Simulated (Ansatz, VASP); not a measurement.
## Fitting the PBE energy curve of ZrC

Symmetry: F-43m, No. 216, cubic system. Conventional cell: a = 5.091 Å, b = 5.091 Å, c = 5.091 Å, α = 90.00°, β = 90.00°, γ = 90.00°. Around Zr (site symmetry -43m) lie 4 C at 2.20 Å. C (site symmetry -43m) has 4 Zr at 2.20 Å as nearest neighbours.

The cell comes from a database or a generator and needn't be the stable form of this composition.

The cell was scaled at fixed shape and fractions and run with Ansatz, Ansatz PAW (earlier soft set), cutoff 420 eV; PBE, k mesh 9 × 9 × 9 on the cell of 2 atoms, fermi-dirac occupations of 0.05 eV, no spin polarisation, no spin-orbit coupling. Energies are those that the program minimises, any entropy of the smearing included.

```tsv
V (Å³/atom)	energy over the lowest row (meV/atom)
15.5045	29.61
15.8344	12.70
16.1643	3.06
16.4941	0.00
16.8240	2.93
17.1539	?
17.4838	24.81
```

Fit the third-order Birch-Murnaghan form, give V0, B0 and B′, and predict the energy left open.

With y = (V0/V)^(2/3), E = E0 + (9 V0 B0/16) [(y - 1)³ B′ + (y - 1)² (6 - 4y)]. Least squares through the rows shown give V0 = 16.4922 Å³/atom, E0 = -0.01 meV, B0 = 146.0 GPa (1 eV/Å³ = 160.218 GPa) and B′ = 3.61, with a largest miss of 0.01 meV. At V = 17.1539 the form with these constants gives 11.38 meV; the run gave 11.39 meV an atom. Other set-ups at this level, from all their volumes (Å³/atom, GPa): VASP, PBE PAW files C, Zr_sv, 520 eV: V0 16.513, B0 145.8.

The fit reproduces the omitted energy almost exactly, 11.38 against 11.39 meV, but that point lies inside the sampled range, so it tests interpolation rather than behaviour under strong compression. Equal volume steps cost more on compression than on expansion, as expected when short-range repulsion rises faster than bonding weakens; the positive B′ expresses the same asymmetry. The second set-up gives nearly the same volume and bulk modulus, so neither depends much on the choice between these two descriptions of the cores.

These constants belong to the zinc-blende arrangement, whereas ZrC normally crystallises as rock salt, which is denser and considerably stiffer. The modulus of 146.0 GPa therefore shouldn't be read as that of the familiar refractory carbide. Covalent Zr d–C p bonding still resists compression here, but the open tetrahedral network probably packs fewer such bonds into a given volume than the octahedral one. A minimum along uniform scaling doesn't establish stability against shear or against transformation to rock salt.
